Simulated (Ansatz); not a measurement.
Input of an Ansatz 0.2.0 run:

Contents of input.yaml:

```yaml
crystal:
  lattice:
    - [0.0, 3.4390000555, 3.4390000555]
    - [3.4390000555, 0.0, 3.4390000555]
    - [3.4390000555, 3.4390000555, 0.0]
  atoms:
    - { symbol: Pb, position: [0.25, 0.25, 0.25] }
    - { symbol: Pb, position: [0.0, 0.0, 0.0] }
kpoints:
  mp_grid: { grid: [7, 7, 7] }
  band_path:
    path:
      - [0.0, 0.0, 0.0]
      - [0.5, 0.0, 0.5]
      - [0.5, 0.25, 0.75]
      - [0.375, 0.375, 0.75]
      - [0.0, 0.0, 0.0]
      - [0.5, 0.5, 0.5]
      - [0.625, 0.25, 0.625]
      - [0.5, 0.25, 0.75]
    npoints: 12
scf:
  occupations: { method: fermi_dirac, width: 0.05 }
hamiltonian:
  xc: lda
  pseudopotentials: { kind: all_electron, lapw: { basis_error: 0.001 } }
output:
  forces: true
  stress: true
  eigenvalues: true
```

Potentials or basis: all-electron LAPW, scalar-relativistic.

Command:

```sh
$ ansatz run input.yaml --threads 1 --pin off --max-ram 3072MiB --backend cpu --events-out ev --progress --plain --runs-dir out
```

Question: What does it give for the band gap along the path?

Answer: None (metal or under the smearing width).

Question: Estimate the pressure.

Answer: -0.7 GPa.

Levels at the corners of the path, in eV from the Fermi level:
```tsv
point	band 34	band 35	band 36	band 37	band 38	band 39
Γ	-4.02	0.40	0.40	0.40	2.40	2.40
X	-8.53	-1.97	-1.97	0.83	0.83	7.14
W	-8.51	-2.43	-2.43	2.71	2.71	4.25
K	-8.11	-2.73	-1.64	0.95	2.99	5.15
Γ	-4.02	0.40	0.40	0.40	2.40	2.40
L	-7.15	-1.00	-0.74	-0.74	3.52	3.52
U	-8.11	-2.73	-1.64	0.95	2.99	5.15
W	-8.51	-2.43	-2.43	2.71	2.71	4.25
```

Caveat: spin-orbit coupling is left out, which moves the levels of the heavy elements.
